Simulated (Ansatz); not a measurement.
**AlFe in Ansatz: the effect of functional**

Crystal: AlFe.

```
Fe Al
1.0
     2.85060    0.00000    0.00000
     0.00000    2.85060    0.00000
     0.00000    0.00000    2.85060
Fe Al
1 1
Direct
  0.50000 0.50000 0.50000
  0.00000 0.00000 0.00000
```

The cell isn't the ideal one: volume scaled by 0.94.

Alike in all runs:

* Program: Ansatz 0.2.0
* Task: single point
* Potentials or basis: Ansatz PAW
* k mesh: 9 × 9 × 9
* Occupations: fermi-dirac, width 0.05 eV
* Spin: collinear spin, ferromagnetic start
* Starting moments: [3.0, 0.0] μB

```csv
functional,cutoff,pressure (GPa),moment (μB)
LDA,420 eV (not typed: the program's choice for these potentials),-7.3,0.53
r2SCAN,500 eV (not typed: the program's choice for these potentials),?,?
PBE,420 eV (not typed: the program's choice for these potentials),4.5,0.61
```

What does the run with functional r2SCAN give?

Pressure -0.1 GPa; moment 0.73 μB.

Caveats: the PAW data sets come from PBE, with cores solved anew for the run's functional, which leaves a small shift of forces and pressure (some runs); the magnetic or orbital state may not be the lowest (some runs).
